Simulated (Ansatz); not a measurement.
Take InN in the wurtzite structure (space group P6_3mc, No. 186; a = 3.581 Å, c = 5.788 Å) as the base. Axes: x lies along a and z along c of the hexagonal cell.

Calculations: PBE (Ansatz, a first-principles code), no SOC, earlier PAW set.

Base values:

| Item | Result |
|---|---|
| Shortest interatomic distance | 2.183 Å |
| Pressure | 0.0 GPa |
| Band gap | zero |

It is then changed as follows: compressive biaxial strain of 1.72 % in the plane normal to [001], as in epitaxy on a mismatched substrate; the out-of-plane cell vector and the atoms relax.

Task: What does the calculation give for the shortest interatomic distance, pressure and band gap after the change?

Result: The shortest interatomic distance drops by 0.0185 Å to 2.165 Å; the pressure (mean of the normal stresses, compression positive) goes from zero to 2.9 GPa; the band gap remains zero.

The mesh was chosen for an insulator and is coarse for the gapless case. No phonon test of stability was made. The final runs are not spin-polarised. A zero or small gap of InN can be the functional's error rather than a property of the material.
